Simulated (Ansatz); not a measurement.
Density of states of HgTe (Fm-3m, a = 6.094 Å, b = 6.094 Å, c = 6.094 Å, α = 90.00°, β = 90.00°, γ = 90.00°), in states per eV and primitive cell, averaged over bins of 0.3 eV. Theory: Ansatz 0.2.0, DFT r2SCAN, scalar-relativistic, plane waves, PAW.

Plane waves to 500 eV, a k mesh through Γ of 12×12×12 on the computed 2-atom cell and Gaussian smearing (0.10 eV); no spin polarisation.

The cell is relaxed at this level. The states (both spins) are summed by tetrahedra on a 18×18×18 mesh at the self-consistent density. Energies are bin centres; the table starts no lower than −8 eV and ends at 6 eV, or lower where the solved bands end.

It is a metal at this level.

```
E − E_F (eV) total Te 5p Hg 5d Hg 6s Te 5s
       -7.30   9.49   0.92   8.34   0.19   0.02
       -7.00  13.05   0.42  12.53   0.05   0.04
       -6.70   9.44   0.08   9.24   0.02   0.09
       -6.40   1.14   0.05   0.96   0.01   0.11
       -6.10   0.22   0.01   0.18   0.00   0.03
       -5.80   0.07   0.03   0.02   0.03   0.00
       -5.50   0.77   0.29   0.17   0.29   0.01
       -5.20   1.09   0.44   0.17   0.44   0.04
       -4.90   1.49   0.60   0.19   0.62   0.08
       -4.60   1.15   0.49   0.11   0.46   0.08
       -4.30   0.94   0.50   0.07   0.28   0.08
       -4.00   0.47   0.22   0.04   0.14   0.06
       -3.70   0.56   0.34   0.03   0.13   0.05
       -3.40   0.62   0.44   0.03   0.11   0.03
       -3.10   0.71   0.55   0.03   0.09   0.02
       -2.80   0.82   0.67   0.04   0.07   0.02
       -2.50   1.05   0.89   0.04   0.06   0.01
       -2.20   1.31   1.14   0.05   0.05   0.01
       -1.90   1.31   1.13   0.06   0.05   0.01
       -1.60   1.33   1.14   0.06   0.05   0.01
       -1.30   1.36   1.16   0.07   0.06   0.01
       -1.00   1.42   1.21   0.07   0.07   0.01
       -0.70   1.34   1.12   0.07   0.07   0.01
       -0.40   1.24   1.02   0.07   0.08   0.01
       -0.10   1.20   0.98   0.08   0.09   0.01
        0.20   0.80   0.61   0.05   0.11   0.01
        0.50   0.33   0.15   0.01   0.13   0.01
        0.80   0.40   0.19   0.01   0.15   0.01
        1.10   0.49   0.23   0.01   0.18   0.01
        1.40   0.62   0.29   0.01   0.23   0.01
        1.70   0.90   0.43   0.02   0.33   0.01
        2.00   1.04   0.49   0.02   0.38   0.02
        2.30   0.71   0.30   0.01   0.27   0.01
        2.60   0.57   0.23   0.01   0.22   0.01
        2.90   0.44   0.16   0.00   0.16   0.01
        3.20   0.10   0.02   0.00   0.02   0.00
        3.50   0.13   0.02   0.00   0.02   0.00
        3.80   0.33   0.02   0.00   0.02   0.00
        4.10   0.53   0.02   0.00   0.01   0.00
        4.40   0.94   0.03   0.00   0.02   0.00
        4.70   1.15   0.03   0.00   0.02   0.00
        5.00   1.29   0.04   0.00   0.03   0.00
        5.30   1.41   0.06   0.00   0.03   0.00
        5.60   1.86   0.06   0.00   0.03   0.00
```

The columns after the total are the Löwdin projections on the occupied valence shells of the potentials. The rest of the total lies in shells that are empty in the free atom, which aren't projected, and between the atoms.

Spin-orbit coupling is left out, which matters for the bands of heavy elements.

This rock-salt form isn't the usual stable structure of the compound.

Cost: 1 run of about 1.3 core-minutes, on Intel Xeon Processor @ 2.50GHz (Skylake/Cascade Lake) (shared hosts).